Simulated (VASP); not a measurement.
# H2C19 in VASP: further runs

One slab, H2C19, is run at these levels: PBEsol; tasks: single point, molecular dynamics.

Program: VASP 6.6.1. These are calculated values, not measurements. Logs are shortened: lines on timing, memory, paths and dates and some standing lists are left out, and cuts for length are marked.

### Step 1. Starting point

The cell holds a slab with vacuum, 21 atoms: a = 7.398 Å, b = 7.398 Å, c = 13.000 Å, α = 90.00°, β = 90.00°, γ = 120.00°.

The cell was built by a generator and needn't be a form met in nature.

### Step 2. Single point, PBEsol

The input, INCAR:

```
PREC     = Accurate       # precision mode
ENCUT    = 520            # plane-wave cutoff, eV
EDIFF    = 1E-6           # SCF threshold, eV
ISMEAR   = -1             # smearing method
SIGMA    = 0.05           # smearing width, eV
LREAL    = Auto         
LASPH    = True           # aspherical terms in the spheres
NELM     = 100            # most SCF steps
ALGO     = Fast           # electronic algorithm
ISIF     = 2              # what is computed and relaxed
LWAVE    = False          # write WAVECAR
LCHARG   = True           # write CHGCAR
GGA      = PS             # functional
LELF     = True           # ELF
LVHAR    = True         
NBANDS   = 55             # bands
```

The input, KPOINTS:

```
Automatic mesh
0
Gamma
  2 2 1
```

The input, POSCAR:

```
H2C19
1.0
    7.3980000000      0.0000000000      0.0000000000
   -3.6990000000      6.4068560000      0.0000000000
    0.0000000000      0.0000000000     13.0000000000
C H
19 2
Direct
   -0.0179327937     -0.0035677862      0.0770687507
    0.2049970058      0.1150613625      0.1021341915
   -0.0128189003      0.3328708775      0.0692435428
    0.2103961280      0.4446896905      0.0687394082
   -0.0104447520      0.6658939100      0.0735769267
    0.2069641182      0.7716724083      0.0768533343
    0.3255655314     -0.0054040166      0.1021549711
    0.5483822899      0.1130796604      0.0768997723
    0.3236450003      0.3379658552      0.0769761061
    0.5410097122      0.4437184818      0.0737418540
    0.3201534821      0.6649202829      0.0687338591
    0.5433263210      0.7767680307      0.0691970964
    0.6551433579     -0.0000993049      0.0688838212
    0.8753309062      0.1096855157      0.0685933222
    0.6541978496      0.3306383248      0.0736156503
    0.8773390170      0.4427710063      0.0695209625
    0.6532493639      0.6668591867      0.0694127034
    0.8763894901      0.7791374134      0.0735834458
    0.2653257179      0.0549090134      0.2019605836
    0.3913805249      0.1812804744      0.2452694376
    0.1391744297     -0.0711223869      0.2453791601
```

Potentials or basis: VASP PAW PBE potentials, release 64 (C, H).

Run with:

```console
> cat potpaw_PBE.64/C/POTCAR potpaw_PBE.64/H/POTCAR > POTCAR
> mpirun -np 1 vasp_std > vasp.out
```

OUTCAR:

```text
PREC = Accurate
   ENCUT = 520
   EDIFF = 1E-6
   ISMEAR = -1
   LREAL = Auto
   LASPH = True
   NELM = 100
   ISIF = 2
   GGA = PS

 ion  position               nearest neighbor table
   1  0.982  0.996  0.077-  18 1.39  14 1.41   2 1.47
   2  0.205  0.115  0.102-   1 1.47   9 1.47  19 1.51   7 1.54
   3  0.987  0.333  0.069-  16 1.41  14 1.43   4 1.43
   4  0.210  0.445  0.069-  11 1.41   9 1.41   3 1.43
   5  0.990  0.666  0.074-   6 1.39  16 1.43  18 1.45
   6  0.207  0.772  0.077-   5 1.39  11 1.41   7 1.47
   7  0.326  0.995  0.102-   8 1.47   6 1.47  19 1.51   2 1.54
   8  0.548  0.113  0.077-  15 1.39  13 1.41   7 1.47
   9  0.324  0.338  0.077-  10 1.39   4 1.41   2 1.47
  10  0.541  0.444  0.074-   9 1.39  17 1.43  15 1.45
  11  0.320  0.665  0.069-   4 1.41   6 1.41  12 1.43
  12  0.543  0.777  0.069-  17 1.41  13 1.43  11 1.43
  13  0.655  1.000  0.069-  14 1.41   8 1.41  12 1.43
  14  0.875  0.110  0.069-  13 1.41   1 1.41   3 1.43
  15  0.654  0.331  0.074-   8 1.39  16 1.43  10 1.45
  16  0.877  0.443  0.070-   3 1.41   5 1.43  15 1.43
  17  0.653  0.667  0.069-  12 1.41  18 1.43  10 1.43
  18  0.876  0.779  0.074-   1 1.39  17 1.43   5 1.45
  19  0.265  0.055  0.202-  21 1.09  20 1.09   2 1.51   7 1.51
  20  0.391  0.181  0.245-  19 1.09
  21  0.139  0.929  0.245-  19 1.09

  LATTYP: Found a hexagonal cell.
 ALAT       =     7.3980000000
 C/A-ratio  =     1.7572316842

  Lattice vectors:

 A1 = (   7.3980000000,   0.0000000000,   0.0000000000)
 A2 = (  -3.6990000000,   6.4068560000,   0.0000000000)
 A3 = (   0.0000000000,   0.0000000000,  13.0000000000)

Analysis of symmetry for initial positions (statically):
=====================================================================
 Subroutine PRICEL returns:
 Original cell was already a primitive cell.

 Routine SETGRP: Setting up the symmetry group for a
 hexagonal supercell.

 Subroutine GETGRP returns: Found  1 space group operations
 (whereof  1 operations were pure point group operations)
 out of a pool of 24 trial point group operations.

The static configuration has the point symmetry C_1 .

Analysis of symmetry for dynamics (positions and initial velocities):
=====================================================================
 Subroutine PRICEL returns:
 Original cell was already a primitive cell.

 Routine SETGRP: Setting up the symmetry group for a
 hexagonal supercell.

 Subroutine GETGRP returns: Found  1 space group operations
 (whereof  1 operations were pure point group operations)
 out of a pool of 24 trial point group operations.

The dynamic configuration has the point symmetry C_1 .

 Subroutine INISYM returns: Found  1 space group operations
 (whereof  1 operations are pure point group operations),
 and found     1 'primitive' translations

----------------------------------------------------------------------------------------

                                     Primitive cell

  volume of cell :     616.1730

  direct lattice vectors                    reciprocal lattice vectors
     7.398000000  0.000000000  0.000000000     0.135171668  0.078041398  0.000000000
    -3.699000000  6.406856000  0.000000000     0.000000000  0.156082796  0.000000000
     0.000000000  0.000000000 13.000000000     0.000000000  0.000000000  0.076923077

  length of vectors
     7.398000000  7.398000054 13.000000000     0.156082797  0.156082796  0.076923077

  position of ions in fractional coordinates (direct lattice)
     0.982067206  0.996432214  0.077068751
     0.204997006  0.115061363  0.102134191
     0.987181100  0.332870877  0.069243543
     0.210396128  0.444689690  0.068739408
     0.989555248  0.665893910  0.073576927
     0.206964118  0.771672408  0.076853334
[... 13 lines left out ...]
     0.391380525  0.181280474  0.245269438
     0.139174430  0.928877613  0.245379160

  ion indices of the primitive-cell ions
   primitive index   ion index
                 1           1
                 2           2
                 3           3
                 4           4
                 5           5
                 6           6
[... 13 lines left out ...]
                20          20
                21          21

----------------------------------------------------------------------------------------

 KPOINTS: Automatic mesh

Automatic generation of k-mesh.
 Grid dimensions read from file:
 generate k-points for:    2    2    1

 Generating k-lattice:

  Cartesian coordinates                     Fractional coordinates (reciprocal lattice)
     0.067585834  0.039020699  0.000000000     0.500000000 -0.000000000  0.000000000
     0.000000000  0.078041398  0.000000000     0.000000000  0.500000000  0.000000000
     0.000000000  0.000000000  0.076923077     0.000000000  0.000000000  1.000000000

  Length of vectors
     0.078041399  0.078041398  0.076923077

  Shift w.r.t. Gamma in fractional coordinates (k-lattice)
     0.000000000  0.000000000  0.000000000

 Subroutine IBZKPT returns following result:
 ===========================================

 Found      4 irreducible k-points:

 Following reciprocal coordinates:
            Coordinates               Weight
  0.000000  0.000000  0.000000      1.000000
  0.500000  0.000000  0.000000      1.000000
  0.000000  0.500000  0.000000      1.000000
  0.500000  0.500000  0.000000      1.000000
   k-points           NKPTS =      4   k-points in BZ     NKDIM =      4   number of bands    NBANDS=     55
   number of dos      NEDOS =    301   number of ions     NIONS =     21
   total plane-waves  NPLWV = 307328
   dimension x,y,z NGX =    56 NGY =   56 NGZ =   98
   dimension x,y,z NGXF=   112 NGYF=  112 NGZF=  196
   ions per type =              19   2
   NGX,Y,Z   is equivalent  to a cutoff of  12.58, 12.58, 12.53 a.u.
   NGXF,Y,Z  is equivalent  to a cutoff of  25.17, 25.17, 25.06 a.u.
 SYSTEM =  unknown system
   PREC   = accura    normal or accurate (medium, high low for compatibility)
   ISTART =      0    job   : 0-new  1-cont  2-samecut
   ICHARG =      2    charge: 1-file 2-atom 10-const
   ISPIN  =      1    spin polarized calculation?
   LNONCOLLINEAR =      F non collinear calculations
   LSORBIT =      F    spin-orbit coupling
   LASPH  =      T    aspherical Exc in radial PAW
   ENCUT  =  520.0 eV  38.22 Ry    6.18 a.u.  13.76 13.76 24.17*2*pi/ulx,y,z
   NELM   =    100;   NELMIN=  2; NELMDL= -5     # of ELM steps
   EDIFF  = 0.1E-05   stopping-criterion for ELM
   LREAL  =      T    real-space projection
   EDIFFG = 0.1E-04   stopping-criterion for IOM
   NSW    =      0    number of steps for IOM
   IBRION =     -1    ionic relax: 0-MD 1-quasi-New 2-CG
   NFREE  =      0    steps in history (QN), initial steepest desc. (CG)
   ISIF   =      2    stress and relaxation
   ISYM   =      2    0-nonsym 1-usesym 2-fastsym
   POTIM  = 0.5000    time-step for ionic-motion
   TEBEG  =    0.0;   TEEND  =   0.0 temperature during run
   PSTRESS=    0.0 pullay stress
   NELECT =      78.0000    total number of electrons
   NUPDOWN=      -1.0000    fix difference up-down
   EMIN   =  10.00;   EMAX   =-10.00  energy-range for DOS
   EFERMI =   0.00;   METHOD = LEGACY
   ISMEAR =    -1;   SIGMA  =   0.05  broadening in eV -4-tet -1-fermi 0-gaus
   EFERMI_NEDOS =   21; number of points for ismear=-14 and -15
   IALGO  =     68    algorithm
   IMIX   =      4    mixing-type and parameters
     AMIX     =   0.40;   BMIX     =  1.00
     AMIX_MAG =   1.60;   BMIX_MAG =  1.00
  volume/ion in A,a.u.               =      29.34       198.01
  Fermi-wavevector in a.u.,A,eV,Ry     =   0.822001  1.553356  9.193253  0.675685
  Thomas-Fermi vector in A             =   1.933259
   LORBIT       =      0    0 simple, 1 ext, 2 COOP (PROOUT), +10 PAW based schemes
   GGA     = PS    functional components
   LHFCALC =     F    Hartree Fock is set to
   AEXX    =    0.0000 exact exchange contribution
   IVDW    =     0    specifies the selected vdW correction
   LEPSILON=     F    determine dielectric tensor
   LRPA    =     F    only Hartree local field effects (RPA)
 non-spin polarized calculation
 RMM-DIIS sequential band-by-band and
  energy-cutoff  :      520.00
  volume of cell :      616.17
 maximum number of plane-waves:     16651
 NGX is ok and might be reduce to    56
   NGX = 27   NGY = 27   NGZ = 49

 number of electron      77.9999998 magnetization

 Free energy of the ion-electron system (eV)
  ---------------------------------------------------
  ext. energy  EPLUGINS =         0.00000000
  ---------------------------------------------------
  free energy    TOTEN  =      -187.76555877 eV

  energy without entropy =     -187.74540680  energy(sigma->0) =     -187.75548278

 E-fermi :  -1.6326     XC(G=0):  -3.5974

 val. band max:       -1.7238508110   @ k =   0.0000   0.0000   0.0000
 cond. band min:      -1.5414295362   @ k =   0.0000   0.0000   0.0000
 fundamental gap:      0.1824212748
 Fermi energy:        -1.6326394491

 k-point     1 :       0.0000    0.0000    0.0000
  band No.  band energies     occupation
      1     -21.5203      2.00000
      2     -19.8662      2.00000
      3     -18.6815      2.00000
      4     -18.6412      2.00000
      5     -18.5965      2.00000
      6     -18.5202      2.00000
[... 43 lines left out ...]
     50       4.2048      0.00000
     51       4.9690      0.00000

 k-point     2 :       0.5000    0.0000    0.0000
  band No.  band energies     occupation
      1     -21.2107      2.00000
      2     -20.4880      2.00000
      3     -19.6617      2.00000
      4     -19.1867      2.00000
      5     -17.7791      2.00000
      6     -16.7399      2.00000
[... 43 lines left out ...]
     50       3.9749      0.00000
     51       4.0433      0.00000

 k-point     3 :       0.0000    0.5000    0.0000
  band No.  band energies     occupation
      1     -21.2108      2.00000
      2     -20.4877      2.00000
      3     -19.6623      2.00000
      4     -19.1860      2.00000
      5     -17.7801      2.00000
      6     -16.7403      2.00000
[... 43 lines left out ...]
     50       3.9578      0.00000
     51       4.0193      0.00000

 k-point     4 :       0.5000    0.5000    0.0000
  band No.  band energies     occupation
      1     -21.1961      2.00000
      2     -20.5342      2.00000
      3     -19.5664      2.00000
      4     -19.2776      2.00000
      5     -17.6604      2.00000
      6     -16.8669      2.00000
[... 43 lines left out ...]
     50       3.7921      0.00000
     51       4.5357      0.00000
 [bands above 51 left out]

------------------------ aborting loop because EDIFF is reached ----------------------------------------

  FORCE on cell =-STRESS in cart. coord.  units (eV):
  Direction    XX          YY          ZZ          XY          YZ          ZX
  --------------------------------------------------------------------------------------
  -------------------------------------------------------------------------------------
  Total        2.4301744      1.5155254      0.1045134     -0.7697544     -0.0234300      0.0198861
  in kB        6.3189568      3.9406799      0.2717566     -2.0015209     -0.0609230      0.0517079
  external PRESSURE =       3.5104644 kB  Pullay stress =       0.0000000 kB

 VOLUME and BASIS-vectors are now :
 -----------------------------------------------------------------------------
  energy-cutoff  :      520.00
  volume of cell :      616.17
      direct lattice vectors                 reciprocal lattice vectors
     7.398000000  0.000000000  0.000000000     0.135171668  0.078041398  0.000000000
    -3.699000000  6.406856000  0.000000000     0.000000000  0.156082796  0.000000000
     0.000000000  0.000000000 13.000000000     0.000000000  0.000000000  0.076923077

 POSITION                                       TOTAL-FORCE (eV/Angst)
 -----------------------------------------------------------------------------------
      3.57953      6.38400      1.00189        -0.002787      0.082043     -0.051352
      1.09096      0.73718      1.32774        -0.028429      0.018700     -0.021996
      6.07188      2.13266      0.90017         0.021811     -0.011415      0.014588
     -0.08840      2.84906      0.89361         0.005976      0.020817     -0.019921
      4.85759      4.26629      0.95650        -0.007866     -0.024821      0.019408
     -1.32330      4.94399      0.99909         0.023569      0.031104      0.008664
[... 13 lines left out ...]
      2.22488      1.16144      3.18850         0.032428      0.044630      0.058058
     -2.40631      5.95119      3.18993        -0.026104     -0.050635      0.056621
 -----------------------------------------------------------------------------------
    total drift:                               -0.006138      0.000203     -0.015731

  FREE ENERGIE OF THE ION-ELECTRON SYSTEM (eV)
  ---------------------------------------------------
  free  energy   TOTEN  =      -187.7655587658 eV

  energy  without entropy=     -187.7454068030  energy(sigma->0) =     -187.75548278
```

It took 4.3 min on 1 thread of Intel Xeon Platinum 8259CL at 2.50GHz (Skylake/Cascade Lake), shared host; peak memory 0.67 GiB.

Results:

* Free energy: -187.7656 eV
* Largest force: 0.097 eV/Å
* Band gap on the k mesh: 0.18 eV, direct

Forces in eV/Å, atoms in the order of the input:
```
C   -0.003  0.082 -0.051
C   -0.028  0.019 -0.022
C    0.022 -0.011  0.015
C    0.006  0.021 -0.020
C   -0.008 -0.025  0.019
C    0.024  0.031  0.009
C    0.029 -0.038 -0.040
C   -0.005  0.008  0.004
C   -0.060 -0.030 -0.011
C    0.005  0.066 -0.016
C    0.002 -0.021 -0.024
C    0.016 -0.019  0.032
C    0.008  0.014 -0.061
C    0.005 -0.016  0.028
C    0.049 -0.027  0.024
C   -0.029  0.014 -0.029
C   -0.004 -0.002 -0.002
C   -0.036 -0.059  0.021
C    0.002  0.000  0.010
H    0.032  0.045  0.058
H   -0.026 -0.051  0.057
```

Caveat: the k mesh is coarse (spacing up to 0.49 Å⁻¹), so the values aren't converged; the PAW data sets were made with another functional, which shifts forces and pressure a little.

### Step 3. Single point, PBEsol

The input, INCAR:

```
SYSTEM = H2C19
  ALGO = Fast
  EDIFF = 1E-6
  ENCUT = 520
  GGA = PS
  ISIF = 2
  ISMEAR = -1
  LASPH = .TRUE.
  LCHARG = .FALSE.
  LREAL = Auto
  LWAVE = .FALSE.
  NBANDS = 55
  NELM = 100
  PREC = Accurate
  SIGMA = 0.05
```

The input, KPOINTS:

```
k-points
0
G
  2 2 1
  0 0 0
```

The input, POSCAR:

```
H2C19
1.0
    7.3980000000      0.0000000000      0.0000000000
   -3.6990000000      6.4068560000      0.0000000000
    0.0000000000      0.0000000000     13.0000000000
C H
19 2
Direct
   -0.0171288830     -0.0099268658      0.0796538462
    0.1928367841      0.0909182288      0.1002461538
   -0.0234559235      0.3246209998      0.0750615385
    0.1993684620      0.4303670943      0.0823076923
   -0.0284158910      0.6444658659      0.0643692308
    0.1799929615      0.7516323139      0.0910923077
    0.3160126362     -0.0281261199      0.1131153846
    0.5486412330      0.1017971997      0.0917692308
    0.3119784633      0.3208750126      0.0784461538
    0.5335599906      0.4327863776      0.0824076923
    0.3124471959      0.6547673305      0.0902153846
    0.5359375767      0.7774171918      0.0781846154
    0.6508244480      0.0067583851      0.0621307692
    0.8673373165      0.1081809861      0.0629307692
    0.6437580437      0.3270402831      0.0914461538
    0.8453873587      0.4112937765      0.0653692308
    0.6370253381      0.6611823334      0.0858692308
    0.8699703094      0.7665694375      0.0768846154
    0.2492344600      0.0442650810      0.2052692308
    0.3701051244      0.1866281995      0.2352076923
    0.1269917631     -0.0602635677      0.2618230769
```

Potentials or basis: VASP PAW PBE potentials, release 64 (C, H).

Run with:

```console
> cat potpaw_PBE.64/C/POTCAR potpaw_PBE.64/H/POTCAR > POTCAR
> mpirun -np 1 vasp_std > vasp.out
```

It took 4.8 min on 1 thread of Intel Xeon Platinum 8259CL at 2.50GHz (Skylake/Cascade Lake), shared host; peak memory 0.66 GiB.

Results (log left out):

```yaml
Free_energy: -184.7061 eV
Largest_force: 7.243 eV/Å
Band_gap_on_the_k_mesh: 0.13 eV, direct
```

Forces on the atoms (eV/Å):
```
C   -4.303 -2.873 -1.771
C    1.561  3.443  0.478
C   -0.201 -1.296 -0.976
C    0.725  1.401 -0.359
C   -1.124  0.191  1.955
C    4.224 -0.928 -1.311
C   -1.066  1.092  0.531
C   -5.136  1.354 -0.031
C    0.263  0.025  0.899
C   -3.504  1.606  0.849
C   -1.535 -0.409 -1.290
C   -0.434 -0.995  0.310
C    2.077 -4.254  1.136
C    3.680 -1.172  1.162
C    0.072 -4.189 -1.161
C    3.816  6.083  0.942
C    2.869 -0.187 -1.789
C   -2.459  0.574 -0.192
C   -0.465 -0.632  0.580
H    0.566  0.906  0.932
H    0.374  0.258 -0.893
```

Levels at points of the mesh, in eV from the valence-band top:
```csv
k point,band 36,band 37,band 38,band 39,band 40,band 41,band 42,band 43
"(0.00, 0.00, 0.00)",-2.82,-2.54,-0.86,0.00,0.13,1.43,3.15,3.58
"(0.50, 0.00, 0.00)",-2.70,-2.28,-2.20,-0.95,1.53,1.66,2.13,2.42
"(0.00, 0.50, 0.00)",-2.72,-2.38,-2.23,-1.11,1.66,1.98,2.14,2.24
"(0.50, 0.50, 0.00)",-2.64,-2.49,-2.29,-0.47,0.83,1.77,2.36,2.47
```

Caveat: the k mesh is coarse (spacing up to 0.49 Å⁻¹), so the values aren't converged; the PAW data sets were made with another functional, which shifts forces and pressure a little.

[end of part 1 of 2]
